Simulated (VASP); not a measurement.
# Cu: band structure with PBE+rVV10+U

The system is Cu.

```
CELL_PARAMETERS angstrom
-1.44279 1.44279 1.37608
1.44279 -1.44279 1.37608
1.44279 1.44279 -1.37608
ATOMIC_POSITIONS crystal
Cu 0.00000 0.00000 0.00000
```

This isn't the form of Cu at room conditions, which is fcc.

```json
{"Program": "VASP 6.6.1", "Task": "band structure", "Functional": "PBE", "Dispersion": "rVV10", "Potentials or basis": "VASP PAW PBE potentials, release 64 (Cu)", "Cutoff": "500 eV", "k mesh": "13 × 13 × 13", "Occupations": "gaussian, width 0.05 eV", "Spin": "no spin polarisation", "Hubbard terms": "Cu d U = 3 eV, J = 0.9 eV", "LDAUTYPE": "1", "Hund's J": "0.9", "Further INCAR settings": "ALGO = Fast; EDIFF = 1e-06; NBANDS = 12"}
```

| Property | Result |
| --- | --- |
| Pressure | 4.4 GPa |
| Band gap along the path | none (metal or under the smearing width) |

Stress tensor (GPa, compression positive):
```
4.59 0.00 0.00
0.00 4.59 0.00
0.00 0.00 4.03
```

Levels at the corners of the path, in eV from the Fermi level:
```csv
point,band 3,band 4,band 5,band 6,band 7,band 8
Γ,-3.40,-3.40,-2.54,-2.33,25.12,25.12
X,-2.60,-2.37,-1.65,-0.63,4.28,18.86
X,-2.60,-2.37,-1.65,-0.63,4.28,18.86
M,-1.83,-1.83,-1.77,8.03,8.03,9.88
M,-1.83,-1.83,-1.77,8.03,8.03,9.88
Γ,-3.40,-3.40,-2.54,-2.33,25.12,25.12
Γ,-3.40,-3.40,-2.54,-2.33,25.12,25.12
Z,-1.85,-1.85,-1.77,8.10,8.10,9.42
Z,-1.85,-1.85,-1.77,8.10,8.10,9.42
P,-4.03,-2.34,-2.24,6.53,6.85,6.85
P,-4.03,-2.34,-2.24,6.53,6.85,6.85
N,-2.45,-2.23,-1.62,-0.26,4.80,17.62
N,-2.45,-2.23,-1.62,-0.26,4.80,17.62
Z1,-1.85,-1.85,-1.77,8.10,8.10,9.42
Z1,-1.85,-1.85,-1.77,8.10,8.10,9.42
M,-1.83,-1.83,-1.77,8.03,8.03,9.88
X,-2.60,-2.37,-1.65,-0.63,4.28,18.86
P,-4.03,-2.34,-2.24,6.53,6.85,6.85
```

Eigenvalues of the final occupation matrices:
| site | spin | trace | eigenvalues |
| --- | --- | --- | --- |
| site 1 d | 1 | 4.64 | 0.92 0.92 0.92 0.93 0.94 |
| site 1 d | 2 | 4.64 | 0.92 0.92 0.92 0.93 0.94 |

Run time: 49 s on 1 thread of AMD EPYC 7R43 64-Core Processor (Zen 3) (shared host), peak memory 0.14 GiB.

Caveat: U without spin polarisation on a metal has little footing; the U is typed as a test and isn't derived for this compound.
